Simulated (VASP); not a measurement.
Write the native input for VASP 6.6.1 that does the following.

| Quantity | Value |
| --- | --- |
| Task | Berry-phase polarisation |
| Functional | PBE |
| Potentials or basis | VASP PAW PBE potentials, release 64 (Zn, S) |
| Cutoff | 520 eV |
| k mesh | 9 × 9 × 9 |
| Occupations | gaussian, width 0.02 eV |
| Spin | no spin polarisation |
| Further INCAR settings | ALGO = Fast; EDIFF = 1e-07 |

The structure of ZnS lies in POSCAR:

```
ZnS
1.0
    0.0000000000      2.7020000000      2.7020000000
    2.7020000000      0.0000000000      2.7020000000
    2.7020000000      2.7020000000      0.0000000000
Zn S
1 1
Direct
    0.7500000000      0.7500000000      0.7500000000
    0.0000000000      0.0000000000      0.0000000000
```

One way to write it, as run:

INCAR

```
  PREC = Accurate
  ENCUT = 520
  EDIFF = 1E-7
  ISMEAR = 0
  SIGMA = 0.02
  LREAL = False
  LASPH = True
  NELM = 100
  ALGO = Fast
  ISIF = 2
  LWAVE = False
  LCHARG = False
  GGA = PE
  LCALCPOL = True
```

KPOINTS

```
regular mesh
0
Gamma
  9 9 9
```

Potentials or basis: VASP PAW PBE potentials, release 64 (Zn, S).

Launch:

```console
$ cat potpaw_PBE.64/Zn/POTCAR potpaw_PBE.64/S/POTCAR > POTCAR
$ mpirun -np 1 vasp_std > vasp.out
```

It took 52 s on 1 thread of Intel(R) Xeon(R) Platinum 8488C (Sapphire Rapids) (shared host), peak memory 0.2 GiB.
